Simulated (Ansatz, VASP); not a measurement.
**Two plane-wave programs on Au**

```
CELL_PARAMETERS angstrom
3.37393 0.00000 0.00000
0.00000 3.37393 0.00000
0.00000 0.00000 3.16926
ATOMIC_POSITIONS crystal
Au 0.00000 0.00000 0.00000
Au 0.50000 0.50000 0.50000
```

Change from the starting cell: uniaxial strain along c, a, b and atoms relaxed: -4.0 %.

Alike in both runs: functional PBE; k mesh 12 × 12 × 12; occupations gaussian, width 0.1 eV; no spin polarisation.

Ansatz relaxed the structure, and its values are those at the end. VASP's run is a single point on that final structure, the one shown.

|  | VASP | Ansatz |
| --- | --- | --- |
| version | VASP 6.6.1 | Ansatz 0.2.0 |
| potentials or method | VASP PAW PBE potentials, release 64 (Au) | scalar-relativistic, plane waves, PAW |
| plane-wave cutoff (eV) | 520 | 420 |
| valence electrons in the cell | 22 | 38 |

VASP gave:

* gap on the k mesh at the Fermi level (eV): none
* pressure (GPa): -0.3

Task: Estimate Ansatz's values.

Result: gap on the k mesh at the Fermi level (eV): none; pressure (GPa): -0.1.

A gap of «none» marks a metal or a gap that the smearing closes. The functional is the same, so the differences come from potentials, cutoffs and numerics. The two sets of potentials don't hold the same shells in valence.

The runs have no spin-orbit coupling, so splittings on Au are missing.
